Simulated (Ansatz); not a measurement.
# SnO2 (Fd-3m): single point from a YAML input

A script is to give a single point from a YAML input; the system is SnO2 (Fd-3m).

All numbers are computed with Ansatz 0.2.0, driven from Python. Level of theory: DFT PBE, plane waves, PAW.

### 1 The system

Symmetry: Fd-3m, No. 227, cubic system. Conventional cell: a = 9.047 Å, b = 9.047 Å, c = 9.047 Å, α = 90.00°, β = 90.00°, γ = 90.00°. Sn (site symmetry -3m) has 6 O at 2.13 Å as nearest neighbours. O (site symmetry 3m) is surrounded by 3 Sn at 2.13 Å.

input.yaml, read by the script:

```yaml
crystal:
  lattice:
    - [0.0, 4.52347, 4.52347]
    - [4.52347, 0.0, 4.52347]
    - [4.52347, 4.52347, 0.0]
  atoms:
    - { symbol: Sn, position: [0.125, 0.125, 0.625] }
    - { symbol: Sn, position: [0.625, 0.125, 0.125] }
    - { symbol: Sn, position: [0.125, 0.625, 0.125] }
    - { symbol: Sn, position: [0.125, 0.125, 0.125] }
    - { symbol: O, position: [0.890756, 0.890756, 0.890756] }
    - { symbol: O, position: [0.890756, 0.327732, 0.890756] }
    - { symbol: O, position: [0.890756, 0.890756, 0.327732] }
    - { symbol: O, position: [0.327732, 0.890756, 0.890756] }
    - { symbol: O, position: [0.922268, 0.359244, 0.359244] }
    - { symbol: O, position: [0.359244, 0.359244, 0.922268] }
    - { symbol: O, position: [0.359244, 0.922268, 0.359244] }
    - { symbol: O, position: [0.359244, 0.359244, 0.359244] }
kpoints:
  mp_grid: { grid: [4, 4, 4] }
hamiltonian:
  xc: pbe
scf:
  occupations: { method: fixed }
output:
  forces: true
  stress: true
  eigenvalues: true
```

### 2 The code

yaml_run_sno2.py reads:

```python
import warnings

import ansatz as az
import numpy as np
import yaml

warnings.simplefilter("ignore", az.DeckWarning)

with open("input.yaml") as handle:
    tree = yaml.safe_load(handle)
print("sections:", list(tree))
out = az.Session.from_dict(tree).plan(threads=1).execute()
rep = out.report

n_atoms = len(rep["lattice"]["sites"])
print("F =", round(rep["free_energy_ev"], 4), "eV for", n_atoms, "atoms")
print("E(sigma -> 0) =", round(rep["energy_sigma0_ev"], 4), "eV, TS =", round(rep["entropy_ts_ev"], 5), "eV")
print("closed by", rep["closed_by"], "after", rep["n_iterations"], "iterations")

forces = np.array(rep["forces_ev_ang"])
norms = np.linalg.norm(forces, axis=1)
print("largest force {:.4f} eV/A on atom {}".format(norms.max(), norms.argmax()))
print(np.array2string(forces, precision=4, suppress_small=True))

terms = rep["components"]
print({name: round(terms[name], 3) for name in ("e_kinetic", "e_hartree", "e_xc", "e_local", "e_nonlocal")})
```

### 3 Launch

Started as:

```console
$ python yaml_run_sno2.py
```

Output:

```text
sections: ['crystal', 'kpoints', 'hamiltonian', 'scf', 'output']
F = -28633.6958 eV for 12 atoms
E(sigma -> 0) = -28633.6958 eV, TS = 0.0 eV
closed by deck_thresholds after 7 iterations
largest force 0.0815 eV/A on atom 4
[[-0.    -0.     0.   ]
 [ 0.     0.     0.   ]
 [ 0.    -0.    -0.   ]
 [ 0.     0.     0.   ]
 [ 0.047  0.047  0.047]
 [-0.047  0.047 -0.047]
 [-0.047 -0.047  0.047]
 [ 0.047 -0.047 -0.047]
 [-0.047  0.047  0.047]
 [ 0.047  0.047 -0.047]
 [ 0.047 -0.047  0.047]
 [-0.047 -0.047 -0.047]]
{'e_kinetic': 2148.694, 'e_hartree': 4432.323, 'e_xc': -2108.078, 'e_local': -9016.118, 'e_nonlocal': 264.999}
```

Wall time 6.3 s (1 thread of Arm Neoverse V1, shared host); peak memory 0.5 GiB.

Lines on the test bed's own set-up are left out of the output.

### 4 The run's own record

The report of the run holds:

| item | value |
| --- | --- |
| SCF cycles in all | 7 |
| k-points solved | 8 |
| plane waves | 3695 |
| bands | 64 |
| valence electrons | 104 |
| free energy (eV) | -28633.69580 |
| Fermi level (eV) | 5.149 |
| lowest empty less highest filled level on the mesh, by band count (eV) | 1.850 |
| pressure (GPa; positive when compressed) | -0.43 |

### 5 Outcome

| quantity | value |
| --- | --- |
| free energy | -28633.6958 eV (-2386.1413 eV/atom) |
| gap on the mesh | 1.85 eV |
| pressure | -0.43 GPa |
| largest force | 0.081 eV/Å |

In words: On the mesh the gap is 1.85 eV; the true edges may lie between its points. Gaps at this rung are as a rule too small against experiment. The pressure is near zero, so the volume is close to this level's equilibrium. Forces reach 0.08 eV/Å, so the atoms aren't at rest. Reading the output:
- The energy terms are those on the plane-wave grid, with the one-centre PAW part apart; the terms shown are only some of the summands, so they needn't add up to F.
- The structure comes from a database of computed cells and needn't be a stable or known phase.
